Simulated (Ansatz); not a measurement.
Input and output of a single-point calculation on a 4-atom cell of AlN started from a crystallographic database (Ansatz, PBE0). The cell was relaxed beforehand with r2SCAN.

Input file:
```yaml
crystal:
  lattice:
    - [3.1066945029, 0.0, 0.0]
    - [-1.5533472514, 2.6904763613, 0.0]
    - [0.0, 0.0, 4.9785885515]
  atoms:
    - { symbol: Al, position: [0.3333333333, 0.6666666667, -0.000795604] }
    - { symbol: Al, position: [0.6666666667, 0.3333333333, 0.499204396] }
    - { symbol: "N", position: [0.3333333333, 0.6666666667, 0.380795604] }
    - { symbol: "N", position: [0.6666666667, 0.3333333333, 0.880795604] }
kpoints:
  mp_grid: { grid: [6, 6, 4] }
  band_path:
    path:
      - [0.0, 0.0, 0.0]
      - [0.5, 0.0, 0.0]
      - [0.3333333333, 0.3333333333, 0.0]
      - [0.0, 0.0, 0.5]
      - [0.5, 0.0, 0.5]
      - [0.3333333333, 0.3333333333, 0.5]
    npoints: 1
hamiltonian:
  xc: pbe0
scf:
  occupations: { method: fixed }
  n_extra_bands: 5
output:
  forces: true
  stress: true
  eigenvalues: true
  write_density: true
  write_potential: true
  elf: true
  volumetric_format: npy
```

Command: `ansatz run input.yaml --threads 2 --pin off --max-ram 2211MiB --backend cpu --events-out ev --progress --plain --runs-dir out`. It took 11 s on 2 threads of AMD EPYC 9R45 96-Core Processor (Zen 5) (shared host), load about 0.3 per core; peak host memory 0.9 GiB.

The output, standing remarks left out:
```
scf.n_extra_bands = 5 over 8 filled bands (N_el = 16.0): the run solves 13 bands
Pseudopotential: Al, paw, valence charge 3, recommended cutoff 420 eV (normal)
Pseudopotential: N, paw, valence charge 5, recommended cutoff 420 eV (normal)
Functional definition: PBE0
Crystal: 4 atoms, lattice volume = 41.613 Å³
Basis set: ecut = 420 eV, 809 PW (Γ)
Symmetry: 12 space group operations
Space group: P63mc (ITA 186)
k-points: 21 of 144 (time reversal used)
hybrid outer 1: dexx = +7.766e-3 eV, tail = 1.40e-5 eV
hybrid outer 2: dexx = +1.197e-7 eV, tail = 2.94e-9 eV, Δε = 2.18e-3 eV, ΔF = 3.90e-4 eV/Å
hybrid SCF converged: 2 outer / 10 inner (+2 warm-up)
Free energy (F): -1849.892171 eV
Fermi energy:    5.888370 eV
--- Forces (eV/Å), atoms counted from 1 ---
  atom   1  Al      0.00000      0.00000    -0.00998
  atom   2  Al      0.00000      0.00000    -0.00998
  atom   3  N       0.00000      0.00000      0.00995
  atom   4  N       0.00000      0.00000      0.00995
--- Stress (GPa, compression-positive) ---
       -0.623208       0.000000       0.000000
        0.000000      -0.623208       0.000000
        0.000000       0.000000      -0.893938
  P = ⅓ Tr σ = -0.7135 GPa (-7.135 kbar)
```

Levels at the listed points, from bands.tsv (eV from the Fermi energy, bands near the gap, counted from 0):
```tsv
# k_distance	band_3	band_4	band_5	band_6	band_7	band_8	band_9	band_10	band_11
# fermi_ev = 5.888370
# [0, 0, 0] at k_distance = 0.000000
# [0.5, 0, 0] at k_distance = 1.167672
# [0.3333333333, 0.3333333333, 0] at k_distance = 1.841827
# [0, 0, 0.5] at k_distance = 3.330494
# [0.5, 0, 0.5] at k_distance = 4.498166
# [0.3333333333, 0.3333333333, 0.5] at k_distance = 5.172321
# levels_relative_to = fermi_ev
0.000	-0.952	-0.952	-0.234	-0.234	0.000	6.326	8.946	13.260	13.590
1.168	-4.541	-3.645	-2.293	-1.900	-0.764	7.909	7.952	10.530	12.843
1.842	-4.105	-4.105	-2.697	-2.593	-2.593	7.083	10.712	12.126	12.126
3.330	-3.615	-0.606	-0.606	-0.606	-0.606	8.748	8.748	12.821	12.821
4.498	-6.098	-1.609	-1.609	-1.488	-1.488	7.411	7.411	11.579	11.579
5.172	-5.256	-4.200	-4.200	-0.874	-0.874	9.664	9.664	10.105	10.105
```
In order the rows are Γ, M, K, A, L, H.

Planar averages along the third cell vector, from rho_z.tsv and v_z.tsv (valence density with its augmentation; electrostatic potential energy of an electron, of which only differences have a meaning):

| z (Å) | ρ (e/Å³) | v_es (eV) |
| --- | --- | --- |
| 0.00 | 0.367 | 1.96 |
| 0.28 | 0.202 | 3.38 |
| 0.69 | 0.142 | 5.99 |
| 0.97 | 0.183 | 8.75 |
| 1.24 | 0.298 | 8.78 |
| 1.66 | 0.628 | 1.10 |
| 1.94 | 0.729 | -2.99 |
| 2.21 | 0.612 | -1.56 |
| 2.63 | 0.270 | 2.97 |
| 2.90 | 0.160 | 3.81 |
| 3.18 | 0.142 | 5.99 |
| 3.60 | 0.229 | 9.30 |
| 3.87 | 0.396 | 6.98 |
| 4.15 | 0.628 | 1.10 |
| 4.56 | 0.700 | -2.88 |
| 4.84 | 0.488 | 0.28 |

The PBE0 gap is direct at Γ: 6.33 eV. Edges are sought over the mesh and the listed points. The mean pressure at these positions is -0.7 GPa, compression counted positive. (The program warns that its thresholds are loose for a hybrid's stress.)

(Simulation; spin polarisation is off.)

The meshes of the hybrids are coarse, so their gaps aren't converged to the digits shown.
